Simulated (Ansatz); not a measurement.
# Ru(0001) with 2 layers of random Ru-Nb, 2x2: scattering by chemical disorder

Wanted: resistance against the alloy's length, first Ru(0001) with 2 layers of random Ru-Nb, 2x2.

Program: Ansatz 0.2.0. Level of theory: Ansatz plane-wave DFT, PBE, PAW files; ballistic transport by layer matching (Landauer), zero bias; PAW set soft_1. Results are calculated unless marked as measured.

## (1) Starting point

The cell holds 48 atoms: 47 Ru and 1 Nb. Its edges and angles: a = 5.412 Å, b = 5.412 Å, c = 25.691 Å, α = 90.0°, β = 90.0°, γ = 120.0°. It derives from Ru. Regions: lead, 40 atoms (40 Ru); scattering region, 8 atoms (7 Ru and 1 Nb). The structure is stacked along c, and the current runs across the ab planes.

## (2) With 2 alloy layers

In 2 layers a share of 0.125 of the sites is given to Nb at random. The layers about the cell's end stay perfect and serve as the lead. Energies from -0.05 to 0.05 eV in steps of 0.05 eV are too few for the program's thermal sum, so it prints no conductance; for a metal the transmission near the Fermi level serves, at a fraction of the cost.

input.yaml reads:

```yaml
crystal:
  lattice:
    - [5.4116, 0.0, 0.0]
    - [-2.7058, 4.6865830751, 0.0]
    - [0.0, 0.0, 25.6914]
  atoms:
    - { symbol: Ru, position: [0.1666666667, 0.3333333333, 0.0416666667] }
    - { symbol: Ru, position: [0.1666666667, 0.8333333333, 0.0416666667] }
    - { symbol: Ru, position: [0.6666666667, 0.3333333333, 0.0416666667] }
    - { symbol: Ru, position: [0.6666666667, 0.8333333333, 0.0416666667] }
    - { symbol: Ru, position: [0.3333333333, 0.1666666667, 0.125] }
    - { symbol: Ru, position: [0.3333333333, 0.6666666667, 0.125] }
    - { symbol: Ru, position: [0.8333333333, 0.1666666667, 0.125] }
    - { symbol: Ru, position: [0.8333333333, 0.6666666667, 0.125] }
    - { symbol: Ru, position: [0.1666666667, 0.3333333333, 0.2083333333] }
    - { symbol: Ru, position: [0.1666666667, 0.8333333333, 0.2083333333] }
    - { symbol: Ru, position: [0.6666666667, 0.3333333333, 0.2083333333] }
    - { symbol: Ru, position: [0.6666666667, 0.8333333333, 0.2083333333] }
    - { symbol: Ru, position: [0.3333333333, 0.1666666667, 0.2916666667] }
    - { symbol: Ru, position: [0.3333333333, 0.6666666667, 0.2916666667] }
    - { symbol: Ru, position: [0.8333333333, 0.1666666667, 0.2916666667] }
    - { symbol: Ru, position: [0.8333333333, 0.6666666667, 0.2916666667] }
    - { symbol: Ru, position: [0.1666666667, 0.3333333333, 0.375] }
    - { symbol: Ru, position: [0.1666666667, 0.8333333333, 0.375] }
    - { symbol: Ru, position: [0.6666666667, 0.3333333333, 0.375] }
    - { symbol: Ru, position: [0.6666666667, 0.8333333333, 0.375] }
    - { symbol: Ru, position: [0.3333333333, 0.1666666667, 0.4583333333] }
    - { symbol: Ru, position: [0.3333333333, 0.6666666667, 0.4583333333] }
    - { symbol: Ru, position: [0.8333333333, 0.1666666667, 0.4583333333] }
    - { symbol: Ru, position: [0.8333333333, 0.6666666667, 0.4583333333] }
    - { symbol: Ru, position: [0.1666666667, 0.3333333333, 0.5416666667] }
    - { symbol: Ru, position: [0.1666666667, 0.8333333333, 0.5416666667] }
    - { symbol: Nb, position: [0.6666666667, 0.3333333333, 0.5416666667] }
    - { symbol: Ru, position: [0.6666666667, 0.8333333333, 0.5416666667] }
    - { symbol: Ru, position: [0.3333333333, 0.1666666667, 0.625] }
    - { symbol: Ru, position: [0.3333333333, 0.6666666667, 0.625] }
    - { symbol: Ru, position: [0.8333333333, 0.1666666667, 0.625] }
    - { symbol: Ru, position: [0.8333333333, 0.6666666667, 0.625] }
    - { symbol: Ru, position: [0.1666666667, 0.3333333333, 0.7083333333] }
    - { symbol: Ru, position: [0.1666666667, 0.8333333333, 0.7083333333] }
    - { symbol: Ru, position: [0.6666666667, 0.3333333333, 0.7083333333] }
    - { symbol: Ru, position: [0.6666666667, 0.8333333333, 0.7083333333] }
    - { symbol: Ru, position: [0.3333333333, 0.1666666667, 0.7916666667] }
    - { symbol: Ru, position: [0.3333333333, 0.6666666667, 0.7916666667] }
    - { symbol: Ru, position: [0.8333333333, 0.1666666667, 0.7916666667] }
    - { symbol: Ru, position: [0.8333333333, 0.6666666667, 0.7916666667] }
    - { symbol: Ru, position: [0.1666666667, 0.3333333333, 0.875] }
    - { symbol: Ru, position: [0.1666666667, 0.8333333333, 0.875] }
    - { symbol: Ru, position: [0.6666666667, 0.3333333333, 0.875] }
    - { symbol: Ru, position: [0.6666666667, 0.8333333333, 0.875] }
    - { symbol: Ru, position: [0.3333333333, 0.1666666667, 0.9583333333] }
    - { symbol: Ru, position: [0.3333333333, 0.6666666667, 0.9583333333] }
    - { symbol: Ru, position: [0.8333333333, 0.1666666667, 0.9583333333] }
    - { symbol: Ru, position: [0.8333333333, 0.6666666667, 0.9583333333] }
kpoints:
  mp_grid: { grid: [5, 5, 1] }
hamiltonian:
  xc: pbe
  pseudopotentials: { kind: paw, azcp: { folder: soft_1 } }
scf:
  occupations: { method: fermi_dirac, width: 0.1 }
output:
  transmission:
    leads: [[0, 8]]
    kmesh: [10, 10]
    e_range: [-0.05, 0.05]
    de: 0.05
  write_potential: true
  write_density: true
  volumetric_format: npy
```

Launch:

```sh
> ansatz run input.yaml --threads 4 --pin off --max-ram 15360MiB --backend cpu --events-out ev --progress --plain --runs-dir out
```

Numbers of over 12 decimals in the logs are rounded to 6 here.

The program printed:

```text
Engine: ansatz 0.2.0, aarch64-unknown-linux-gnu
Pseudopotentials: kind: paw
Pseudopotential: Ru, paw, valence charge 16, recommended cutoff 420 eV (normal), soft_1/Ru.paw.azcp
Pseudopotential: Nb, paw, valence charge 13, recommended cutoff 420 eV (normal), soft_1/Nb.paw.azcp
Functional definition: PBE
  parameter kappa = 0.804
  parameter beta = 0.066725
  exchange = pbe_x(kappa = kappa, mu = beta*pi^2/3)
  correlation = pbe_c(beta = beta)
Crystal: 48 atoms, lattice volume = 651.583 Å³
Basis set: ecut = 420 eV, 12691 PW (Γ)
Bands: 459, of which v1, the nominal top of the filled ones, is band 383 counted from 1 (382 counted from 0)
Symmetry: 12 space group operations
Space group: P-6m2 (ITA 187), of the structure as read, at distance tolerance 8.7e-5 Å
k-points: 5 of 25 (time reversal used)
Non-local potential: Ru, projectors of the file, l = 0: 3, l = 1: 2, l = 2: 2, l = 3: 1
Non-local potential: Nb, projectors of the file, l = 0: 3, l = 1: 2, l = 2: 2, l = 3: 1
PAW form: soft (Blöchl's): semilocal exchange-correlation on the pseudo side does not see the compensation charge
PAW one-centre angular grid: Ru, 590 points (default); XC on 64 Gauss nodes
PAW one-centre angular grid: Nb, 590 points (default); XC on 64 Gauss nodes
Initial density: superposition of atomic densities (chi_scale 0.1, normalization cell, long waves of neutral atoms (reshape's long-wave potential 2.32 eV rms, cloud 3.10 Å wide))
Initial wavefunctions: pseudopotential atomic-orbital guess
Functional: x = pbe(κ = 0.804, μ = 0.219515), c = pbe(β = 0.066725)
SCF iter   1: F=—  HF=-280889.151986 eV  |F-HF|=—  |Δ(HF+E_count)|=         —  Δρ=1.33e-1  dr2=3.03e2  ethr=3.10e-3  ⟨swp⟩=5.0  Hψ=7302  notcnv=0
preconditioner: auto → Kerker (q_TF=auto, 2.802 Å⁻¹)  [metal: Δε(μ)=0.020 eV  Ē_g=5.245 eV  σ=0.100 eV  W_gap=0.05  n_scr=268 (ndim 8)  ℏωp=28.4 eV  f_vac=0.000  D(μ)=37.86/eV (n_scr^D=380)]
SCF iter   2: F=—  HF=-280861.674864 eV  |F-HF|=—  |Δ(HF+E_count)|=    2.75e1  Δρ=6.54e-2  dr2=1.05e2  ethr=3.10e-3  ⟨swp⟩=2.2  Hψ=4286  notcnv=0  defer=16
SCF iter   3: F=—  HF=-280853.469566 eV  |F-HF|=—  |Δ(HF+E_count)|=    8.21e0  Δρ=9.30e-3  dr2=5.69e0  ethr=3.10e-3  ⟨swp⟩=3.0  Hψ=4193  notcnv=0  defer=18
SCF iter   4: F=—  HF=-280853.393859 eV  |F-HF|=—  |Δ(HF+E_count)|=   7.57e-2  Δρ=1.71e-3  dr2=3.70e-1  ethr=7.44e-4  ⟨swp⟩=1.2  Hψ=2506  notcnv=0  defer=19
SCF iter   5: F=—  HF=-280853.389177 eV  |F-HF|=—  |Δ(HF+E_count)|=   4.68e-3  Δρ=6.85e-4  dr2=2.33e-2  ethr=4.84e-5  ⟨swp⟩=1.0  Hψ=2273  notcnv=0  defer=19
SCF iter   6: F=—  HF=-280853.388627 eV  |F-HF|=—  |Δ(HF+E_count)|=   5.50e-4  Δρ=1.71e-4  dr2=8.68e-4  ethr=3.04e-6  ⟨swp⟩=1.0  Hψ=2273  notcnv=0  defer=19
SCF iter   7: F=—  HF=-280853.388644 eV  |F-HF|=—  |Δ(HF+E_count)|=   1.72e-5  Δρ=4.18e-5  dr2=5.98e-5  ethr=1.13e-7  ⟨swp⟩=2.0  Hψ=2278  notcnv=0  defer=19
SCF iter   8: F=—  HF=-280853.389981 eV  |F-HF|=—  |Δ(HF+E_count)|=   1.34e-3  Δρ=9.83e-6  dr2=2.72e-6  ethr=7.82e-9  ⟨swp⟩=1.4  Hψ=2284  notcnv=0  defer=19
SCF iter   9: F=—  HF=-280853.389981 eV  |F-HF|=—  |Δ(HF+E_count)|=   4.02e-8  Δρ=2.92e-6  dr2=8.28e-7  ethr=3.55e-10  ⟨swp⟩=2.0  Hψ=2845  notcnv=0  defer=19
SCF iter  10: F=-280853.389981 eV  HF=-280853.389981 eV  |F-HF|=2.74e-8  |Δ(HF+E_count)|=   1.16e-8  Δρ=8.30e-7  dr2=2.89e-8  ethr=1.31e-11  ⟨swp⟩=6.2  Hψ=5275  notcnv=0
SCF 1 converged in 10 iterations: F = -280853.389981 eV  dr2 = 2.89e-8
  greatest PAW one-centre occupation: 1.000 electrons in one spin orbital (limit 2), on the Ru atom at site 27 (counted from 0), in its partial waves of l = 0
transmission: 68 of 672 steps passed
transmission: 137 of 672 steps passed
[...]
transmission: 672 of 672 steps passed
SCF converged after 10 iterations
Free energy (F): -280853.389981 eV
Harris-Foulkes:  -280853.389981 eV  (|F-HF|=2.74e-8)
Internal energy: -280851.867834 eV  (E = F + TS)
E sigma→0 (E₀):  -280852.628908 eV
Entropy (-TS):   -1.522147 eV (-31.711 meV/atom)
Fermi energy:    23.355640 eV
--- Per-component energies (eV) ---
  E_band       = -2611.246336
  E_kinetic    = 22028.314459
  E_local      = -60356.620055  (includes V_loc(G=0)·N_el)
  E_nonlocal   = 19483.696235
  E_hartree    = 20059.256339
  E_xc         = -8168.304872
  E_vxc        = -10321.879701  (∫ρ·V_xc dr)
  E_paw        = -167654.310072  (= ΣΔE_a)
  E_vpaw       = -13563.292529  (= ΣTr[D̂ρ^β])
  E_aug_tail   = 0.029432  (compensation charges beyond the density's cutoff)
  E_ewald      = -106243.929302
  E_smearing   = -1.522147  (= −TS)
  E_closure    = 0.000000  (closes the sum)
  Σ components = -280853.389981   (vs F -280853.389981, Δ=0.00e0)
--- Band table (eV; the first three rows and the last of 5) ---
  k-point 0: bands = [... 379 lower, 24.0146, 24.0146, 24.0930, 24.4164, 24.4164, 24.4358, 24.4358, 24.5330, ... 72 higher]
  k-point 1: bands = [... 379 lower, 23.5684, 23.5845, 23.6203, 23.6258, 23.8892, 23.9470, 24.0771, 24.1322, ... 72 higher]
  k-point 2: bands = [... 379 lower, 23.0336, 23.0822, 23.1073, 23.1383, 23.1390, 23.2126, 23.3120, 23.4068, ... 72 higher]
  k-point 4: bands = [... 379 lower, 22.9274, 22.9649, 23.0530, 23.0751, 23.1729, 23.2151, 23.2229, 23.3087, ... 72 higher]
--- Transmission ---
  basis      : 223 plane waves across, 48 finite elements along
  points     : 14, standing for a mesh of 10 x 10
  energies   : 3 from -0.050000 to 0.050000 eV about the Fermi level, 0.050000 eV apart; the leads are filled to 0.000000 eV, and channels, transmission and decay are at 0.000000 eV
  crystal 0  : Ru8, at the sites [0, 8], period 4.2819 Å, over 23.55 Å; its Hamiltonian steps by up to 14.9 meV
    offset         : up to 0.0000 Å between an atom of the period and one for which it stands
    channels       : 5.280000e0 a spin
    conductance    : none, the energies end too early or step too widely for 300 K: set another output.transmission.e_range or a lower de, or, where they end at an eighth of basis.ecutwfc, a higher one
  junction   : crystal 0 to crystal 0, 1.44 to 22.85 Å
    transmission   : 4.353381e0 a spin
    conductance    : none, the energies end too early or step too widely for 300 K: set another output.transmission.e_range or a lower de, or, where they end at an eighth of basis.ecutwfc, a higher one
```

Elapsed: 2.7 min, on 4 threads of Arm Neoverse V2, shared host; peak memory 5.5 GiB.

The column dr2 measures how far the density is from self-consistency, as an energy; F and HF (Harris–Foulkes) agree once it is small.

Numbers from this step:

```
free energy                                    : -280853.3900 eV
energy at zero smearing                        : -280852.6289 eV
Fermi energy                                   : 23.36 eV
cell area                                      : 25.36 Å²
transmission per spin nearest the Fermi level  : 4.353
open channels per spin nearest the Fermi level : 5.28
step of the lead's potential                   : 14.9 meV
```

Per spin. The transmission, zone mean by energy, zero at the Fermi level:

| energy (eV) | transmission, zone mean |
| --- | --- |
| -0.0500 | 4.26 |
| 0.0000 | 4.35 |
| 0.0500 | 4.44 |

Per spin. The open channels, zone mean, lead by energy, zero at the Fermi level:

```
energy (eV)  open channels, zone mean, lead
    -0.0500                            5.16
     0.0000                            5.28
     0.0500                            5.64
```

Transmission over k1 and k2. At 0.0000 eV from the Fermi level.

Ten even steps from '_' (1.7) to '@' (10.9):
```
..::::::::::..______
__::::::::::::______
__::::==**==::::____
..::::**@@@@**::::..
--::::==@@@@@@==::::
....::::**@@@@**::::
______::::==**==::::
________::::::::::::
..______..::::::::::
--..____..--..____..
```
Columns: k1 (b1) from -0.5 to 0.4; rows upwards: k2 (b2) from -0.5 to 0.4.

Open channels over k1 and k2. At 0.0000 eV from the Fermi level.

Ten even steps from '_' (2.0) to '@' (12.0):
```
::==------==::..__..
..------------..____
..----++##++----....
::----##@@@@##----::
====--++@@@@@@++--==
::::----##@@@@##----
......----++##++----
..____..------------
::..__..::==------==
==::....::==::....::
```
Columns: k1 (b1) from -0.5 to 0.4; rows upwards: k2 (b2) from -0.5 to 0.4.

Over the solved energies the transmission per spin lies between 4.26 and 4.44, out of 5.36 channels of the lead on average (up to 5.64).

## (3) With 6 alloy layers

In 6 layers a share of 0.125 of the sites is given to Nb at random. A fresh draw is used; the growth of the resistance with length is what counts.

System of this step: Ru(0001) with 6 layers of random Ru-Nb, 2x2. The cell holds 64 atoms: 61 Ru and 3 Nb. Its edges and angles: a = 5.412 Å, b = 5.412 Å, c = 34.255 Å, α = 90.0°, β = 90.0°, γ = 120.0°. It derives from Ru. Regions: lead, 40 atoms (40 Ru); scattering region, 24 atoms (21 Ru and 3 Nb). The structure is stacked along c, and the current runs across the ab planes.

input.yaml reads:

```yaml
crystal:
  lattice:
    - [5.4116, 0.0, 0.0]
    - [-2.7058, 4.6865830751, 0.0]
    - [0.0, 0.0, 34.2552]
  atoms:
    - { symbol: Ru, position: [0.1666666667, 0.3333333333, 0.03125] }
    - { symbol: Ru, position: [0.1666666667, 0.8333333333, 0.03125] }
    - { symbol: Ru, position: [0.6666666667, 0.3333333333, 0.03125] }
    - { symbol: Ru, position: [0.6666666667, 0.8333333333, 0.03125] }
    - { symbol: Ru, position: [0.3333333333, 0.1666666667, 0.09375] }
    - { symbol: Ru, position: [0.3333333333, 0.6666666667, 0.09375] }
    - { symbol: Ru, position: [0.8333333333, 0.1666666667, 0.09375] }
    - { symbol: Ru, position: [0.8333333333, 0.6666666667, 0.09375] }
    - { symbol: Ru, position: [0.1666666667, 0.3333333333, 0.15625] }
    - { symbol: Ru, position: [0.1666666667, 0.8333333333, 0.15625] }
    - { symbol: Ru, position: [0.6666666667, 0.3333333333, 0.15625] }
    - { symbol: Ru, position: [0.6666666667, 0.8333333333, 0.15625] }
    - { symbol: Ru, position: [0.3333333333, 0.1666666667, 0.21875] }
    - { symbol: Ru, position: [0.3333333333, 0.6666666667, 0.21875] }
    - { symbol: Ru, position: [0.8333333333, 0.1666666667, 0.21875] }
    - { symbol: Ru, position: [0.8333333333, 0.6666666667, 0.21875] }
    - { symbol: Ru, position: [0.1666666667, 0.3333333333, 0.28125] }
    - { symbol: Ru, position: [0.1666666667, 0.8333333333, 0.28125] }
    - { symbol: Ru, position: [0.6666666667, 0.3333333333, 0.28125] }
    - { symbol: Ru, position: [0.6666666667, 0.8333333333, 0.28125] }
    - { symbol: Ru, position: [0.3333333333, 0.1666666667, 0.34375] }
    - { symbol: Nb, position: [0.3333333333, 0.6666666667, 0.34375] }
    - { symbol: Ru, position: [0.8333333333, 0.1666666667, 0.34375] }
    - { symbol: Ru, position: [0.8333333333, 0.6666666667, 0.34375] }
    - { symbol: Ru, position: [0.1666666667, 0.3333333333, 0.40625] }
    - { symbol: Ru, position: [0.1666666667, 0.8333333333, 0.40625] }
    - { symbol: Ru, position: [0.6666666667, 0.3333333333, 0.40625] }
    - { symbol: Ru, position: [0.6666666667, 0.8333333333, 0.40625] }
    - { symbol: Nb, position: [0.3333333333, 0.1666666667, 0.46875] }
    - { symbol: Ru, position: [0.3333333333, 0.6666666667, 0.46875] }
    - { symbol: Ru, position: [0.8333333333, 0.1666666667, 0.46875] }
    - { symbol: Ru, position: [0.8333333333, 0.6666666667, 0.46875] }
    - { symbol: Ru, position: [0.1666666667, 0.3333333333, 0.53125] }
    - { symbol: Nb, position: [0.1666666667, 0.8333333333, 0.53125] }
    - { symbol: Ru, position: [0.6666666667, 0.3333333333, 0.53125] }
    - { symbol: Ru, position: [0.6666666667, 0.8333333333, 0.53125] }
    - { symbol: Ru, position: [0.3333333333, 0.1666666667, 0.59375] }
    - { symbol: Ru, position: [0.3333333333, 0.6666666667, 0.59375] }
    - { symbol: Ru, position: [0.8333333333, 0.1666666667, 0.59375] }
    - { symbol: Ru, position: [0.8333333333, 0.6666666667, 0.59375] }
    - { symbol: Ru, position: [0.1666666667, 0.3333333333, 0.65625] }
    - { symbol: Ru, position: [0.1666666667, 0.8333333333, 0.65625] }
    - { symbol: Ru, position: [0.6666666667, 0.3333333333, 0.65625] }
    - { symbol: Ru, position: [0.6666666667, 0.8333333333, 0.65625] }
    - { symbol: Ru, position: [0.3333333333, 0.1666666667, 0.71875] }
    - { symbol: Ru, position: [0.3333333333, 0.6666666667, 0.71875] }
    - { symbol: Ru, position: [0.8333333333, 0.1666666667, 0.71875] }
    - { symbol: Ru, position: [0.8333333333, 0.6666666667, 0.71875] }
    - { symbol: Ru, position: [0.1666666667, 0.3333333333, 0.78125] }
    - { symbol: Ru, position: [0.1666666667, 0.8333333333, 0.78125] }
    - { symbol: Ru, position: [0.6666666667, 0.3333333333, 0.78125] }
    - { symbol: Ru, position: [0.6666666667, 0.8333333333, 0.78125] }
    - { symbol: Ru, position: [0.3333333333, 0.1666666667, 0.84375] }
    - { symbol: Ru, position: [0.3333333333, 0.6666666667, 0.84375] }
    - { symbol: Ru, position: [0.8333333333, 0.1666666667, 0.84375] }
    - { symbol: Ru, position: [0.8333333333, 0.6666666667, 0.84375] }
    - { symbol: Ru, position: [0.1666666667, 0.3333333333, 0.90625] }
    - { symbol: Ru, position: [0.1666666667, 0.8333333333, 0.90625] }
    - { symbol: Ru, position: [0.6666666667, 0.3333333333, 0.90625] }
    - { symbol: Ru, position: [0.6666666667, 0.8333333333, 0.90625] }
    - { symbol: Ru, position: [0.3333333333, 0.1666666667, 0.96875] }
    - { symbol: Ru, position: [0.3333333333, 0.6666666667, 0.96875] }
    - { symbol: Ru, position: [0.8333333333, 0.1666666667, 0.96875] }
    - { symbol: Ru, position: [0.8333333333, 0.6666666667, 0.96875] }
kpoints:
  mp_grid: { grid: [5, 5, 1] }
hamiltonian:
  xc: pbe
  pseudopotentials: { kind: paw, azcp: { folder: soft_1 } }
scf:
  occupations: { method: fermi_dirac, width: 0.1 }
output:
  transmission:
    leads: [[0, 8]]
    kmesh: [10, 10]
    e_range: [-0.05, 0.05]
    de: 0.05
  write_potential: true
  write_density: true
  volumetric_format: npy
```

The program printed:

```text
[...]
Crystal: 64 atoms, lattice volume = 868.777 Å³
Basis set: ecut = 420 eV, 16909 PW (Γ)
Bands: 609, of which v1, the nominal top of the filled ones, is band 508 counted from 1 (507 counted from 0)
Symmetry: 1 space group operations
[...]
k-points: 13 of 25 (time reversal used)
[...]
SCF iter   1: F=—  HF=-372316.180752 eV  |F-HF|=—  |Δ(HF+E_count)|=         —  Δρ=1.43e-1  dr2=1.04e3  ethr=3.10e-3  ⟨swp⟩=5.0  Hψ=25619  notcnv=0
[...]
SCF iter  11: F=-372261.033230 eV  HF=-372261.033230 eV  |F-HF|=1.73e-8  |Δ(HF+E_count)|=   5.94e-9  Δρ=3.06e-7  dr2=1.76e-8  ethr=9.85e-12  ⟨swp⟩=8.0  Hψ=16351  notcnv=0
SCF 1 converged in 11 iterations: F = -372261.033230 eV  dr2 = 1.76e-8
[...]
transmission: 329 of 3276 steps passed
transmission: 656 of 3276 steps passed
[...]
transmission: 3276 of 3276 steps passed
SCF converged after 11 iterations
Free energy (F): -372261.033230 eV
[...]
Internal energy: -372259.138594 eV  (E = F + TS)
E sigma→0 (E₀):  -372260.085912 eV
Entropy (-TS):   -1.894636 eV (-29.604 meV/atom)
Fermi energy:    23.399334 eV
[...]
--- Band table (eV; the first three rows and the last of 13) ---
  k-point 0: bands = [... 504 lower, 24.2451, 24.2556, 24.2691, 24.2863, 24.3196, 24.3272, 24.3375, 24.3552, ... 97 higher]
  k-point 1: bands = [... 504 lower, 23.6716, 23.7405, 23.7515, 23.7848, 23.8378, 23.9615, 23.9887, 24.0298, ... 97 higher]
  k-point 2: bands = [... 504 lower, 23.0489, 23.1550, 23.1742, 23.2063, 23.2255, 23.2725, 23.2791, 23.3290, ... 97 higher]
  k-point 12: bands = [... 504 lower, 23.1726, 23.2150, 23.2974, 23.3875, 23.4053, 23.4189, 23.4279, 23.4556, ... 97 higher]
--- Transmission ---
  basis      : 223 plane waves across, 63 finite elements along
  points     : 52, standing for a mesh of 10 x 10
[...]
channels       : 5.280000e0 a spin
[...]
junction   : crystal 0 to crystal 0, -1.44 to 28.53 Å
    transmission   : 3.166446e0 a spin
[...]
```

Run time: 16 min. Hardware: 4 threads; peak memory 10 GiB.

Numbers from this step:

| Quantity | Value |
| --- | --- |
| free energy | -372261.0332 eV |
| energy at zero smearing | -372260.0859 eV |
| Fermi energy | 23.40 eV |
| transmission per spin nearest the Fermi level | 3.166 |
| step of the lead's potential | 8.2 meV |

Per spin. The transmission, zone mean by energy, zero at the Fermi level:

| energy (eV) | transmission, zone mean |
| --- | --- |
| -0.0500 | 3.08 |
| 0.0000 | 3.17 |
| 0.0500 | 3.25 |

Over the solved energies the transmission per spin lies between 3.08 and 3.25, out of 5.46 channels of the lead on average (up to 5.94).

(Continued in part 2 of 2.)

[Logs are printed without paths, hosts, clocks, repeated set-up lines and the standing remarks that a program may print on its own settings, such as how far it seeks lower states.]

[Hosts, paths, dates, database ids (printed as entryN), source tags and the programs' standing remarks are cut or masked in the printed files.]
